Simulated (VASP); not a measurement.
# RbBr (zincblende): one LDA single-point calculation in two programs

```
CELL_PARAMETERS angstrom
0.00000 3.86950 3.86950
3.86950 0.00000 3.86950
3.86950 3.86950 0.00000
ATOMIC_POSITIONS crystal
Rb 0.00000 0.00000 0.00000
Br 0.25000 0.25000 0.25000
```

Datasets and cutoffs are each program's own. VASP's cell holds 16 valence electrons and Ansatz's 16. LDA means the Perdew–Zunger form with relativistic exchange in VASP and the Perdew–Wang form in Ansatz. Ansatz's stress includes a Pulay correction; VASP's doesn't.

Cutoffs: 520 eV in VASP, 420 eV in Ansatz. k meshes: 6×6×6 and 6×6×6.

|  | VASP | Ansatz |
| --- | --- | --- |
| gap between bands v and c | 3.82 eV | 3.81 eV |
| least direct gap | 3.91 eV | 3.90 eV |
| pressure | -0.9 GPa | -1.0 GPa |

Band v is the last that the valence electrons fill when counted band by band, and c is the next. Levels in eV from the top of v, Ansatz:

| point | v−1 | v | c | c+1 |
| --- | --- | --- | --- | --- |
| Γ | -0.09 | -0.09 | 3.81 | 7.99 |
| X | 0.00 | 0.00 | 5.72 | 6.51 |
| W | -0.15 | 0.00 | 5.86 | 6.51 |
| K | -0.09 | -0.01 | 5.85 | 6.56 |
| L | -0.04 | -0.04 | 6.01 | 6.27 |

VASP:

| point | v−1 | v | c | c+1 |
| --- | --- | --- | --- | --- |
| Γ | -0.09 | -0.09 | 3.82 | 7.98 |
| X | 0.00 | 0.00 | 5.72 | 6.51 |
| W | -0.15 | 0.00 | 5.85 | 6.51 |
| K | -0.09 | -0.01 | 5.85 | 6.56 |
| L | -0.04 | -0.04 | 6.02 | 6.27 |
